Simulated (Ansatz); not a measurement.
An Ansatz input and the part of its output that reports the observables at the nuclei.

The start is an entry of the Crystallography Open Database (COD).

```yaml
crystal:
  lattice:
    - [5.8931, 0.0, 0.0]
    - [0.0, 5.4904, 0.0]
    - [0.0, 0.0, 4.7528]
  atoms:
    - { symbol: Pb, position: [0.2297, 0.9884, 0.25] }
    - { symbol: Pb, position: [0.7703, 0.0116, 0.75] }
    - { symbol: Pb, position: [0.2297, 0.5116, 0.75] }
    - { symbol: Pb, position: [0.7703, 0.4884, 0.25] }
    - { symbol: O, position: [0.8653, 0.0917, 0.25] }
    - { symbol: O, position: [0.1347, 0.9083, 0.75] }
    - { symbol: O, position: [0.8653, 0.4083, 0.75] }
    - { symbol: O, position: [0.1347, 0.5917, 0.25] }
kpoints:
  mp_grid: { grid: [6, 6, 7] }
scf:
  occupations: { method: fermi_dirac, width: 0.01 }
hamiltonian:
  xc: r2scan
  pseudopotentials: { kind: paw }
output:
  forces: true
  stress: true
  populations: true
  efg: { quadrupole_moments_barn: { O: -0.02558 }, contact_densities: true }
relax:
  f_tol: 0.02
  max_steps: 60
```

```sh
ansatz run input.yaml --threads 1 --pin off --max-ram 3072MiB --backend cpu --events-out ev --progress --plain --runs-dir out
```

The run relaxes the ions first, and the block belongs to the relaxed positions.

Of the output, the block on the nuclei alone is shown; the set-up, the SCF iterations, energies, forces and stress are cut.

```
--- PAW observables at the nuclei: V_zz in 10²¹ V/m², potentials from the cell's mean, atoms counted from 1 ---
  atom   1  Pb V_zz =   -41.496718   η = 0.3749   by run symmetry: allowed
            electrostatic potential = -17480.847107 V   contact ρ = 16525421.100608 e/Å³
  atom   2  Pb V_zz =   -41.496718   η = 0.3749   by run symmetry: allowed
            electrostatic potential = -17480.847107 V   contact ρ = 16525421.100608 e/Å³
  atom   3  Pb V_zz =   -41.496718   η = 0.3749   by run symmetry: allowed
            electrostatic potential = -17480.847107 V   contact ρ = 16525421.100608 e/Å³
  atom   4  Pb V_zz =   -41.496718   η = 0.3749   by run symmetry: allowed
            electrostatic potential = -17480.847107 V   contact ρ = 16525421.100608 e/Å³
  atom   5  O  V_zz =    +3.591925   η = 0.2187   by run symmetry: allowed   C_q = -2.2217 MHz
            electrostatic potential = -627.482923 V   contact ρ = 2154.324164 e/Å³
  atom   6  O  V_zz =    +3.591925   η = 0.2187   by run symmetry: allowed   C_q = -2.2217 MHz
            electrostatic potential = -627.482923 V   contact ρ = 2154.324164 e/Å³
  atom   7  O  V_zz =    +3.591925   η = 0.2187   by run symmetry: allowed   C_q = -2.2217 MHz
            electrostatic potential = -627.482923 V   contact ρ = 2154.324164 e/Å³
  atom   8  O  V_zz =    +3.591925   η = 0.2187   by run symmetry: allowed   C_q = -2.2217 MHz
            electrostatic potential = -627.482923 V   contact ρ = 2154.324164 e/Å³
```

The relaxation (3 steps) took 7.5 min of wall time (7.5 min of CPU time) and 1.2 GiB at its peak, on 1 thread of Arm Neoverse N1 (aarch64; 36 cores open to the job, memory cap 3.0 GiB, no GPU), a shared host with a load of 0.9 a core.

Spin–orbit coupling is left out, which shifts gradients on Pb by a few per cent, and by more where contributions nearly cancel.
